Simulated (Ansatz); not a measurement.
**GaN under changes of volume**

One of the cells (11.444 Å³/atom); the others are scaled copies at fixed shape and fractional positions:

```
Ga N
1.0
     0.00000    2.25350    2.25350
     2.25350    0.00000    2.25350
     2.25350    2.25350    0.00000
Ga N
1 1
Direct
  0.00000 0.00000 0.00000
  0.25000 0.25000 0.25000
```

The cell is a database's computed one.

```yaml
Program: Ansatz 0.2.0
Functional: PBEsol
Potentials_or_basis: Ansatz PAW
Cutoff: "420 eV (not typed: the program's choice for these potentials)"
k_mesh: 10 × 10 × 10
Occupations: fermi-dirac, width 0.05 eV
Spin: no spin polarisation
```

| volume (Å³/atom) | energy over the lowest point (meV/atom) | pressure (GPa) | gap on the mesh (eV) |
| --- | --- | --- | --- |
| 10.757 | ? | ? | ? |
| 10.986 | 8.11 | 7.1 | 1.92 |
| 11.215 | 1.11 | 2.8 | 1.79 |
| 11.444 | 0.00 | -1.1 | 1.66 |
| 11.673 | 4.07 | -4.6 | 1.54 |
| 11.902 | 12.89 | -7.7 | 1.42 |
| 12.131 | 25.93 | -10.5 | 1.29 |

Question: What does the run at 10.757 Å³/atom give?

Answer: Energy over the lowest point 21.66 meV/atom; pressure 11.9 GPa; gap on the mesh 2.06 eV.

Worked out: A Birch-Murnaghan fit of order 3 (a polynomial in V^(-2/3)) to the other rows has its minimum at 11.38 Å³/atom with B0 = V·E''(V) = 188 GPa and B' = 4.3. It gives 21.60 meV/atom at 10.757 Å³/atom, against the run's 21.66, and -dE/dV = 11.9 GPa, against 11.9. A straight line through the other rows of the gap, of slope -6.31 eV per unit of ln V (its deformation potential), extrapolates to 2.05 eV, against the run's 2.06.

Energies are extrapolated to zero smearing.

Caveats: the PAW data sets come from PBE, with cores solved anew for the run's functional, which leaves a small shift of forces and pressure.

Spin-orbit coupling on Ga is left out.
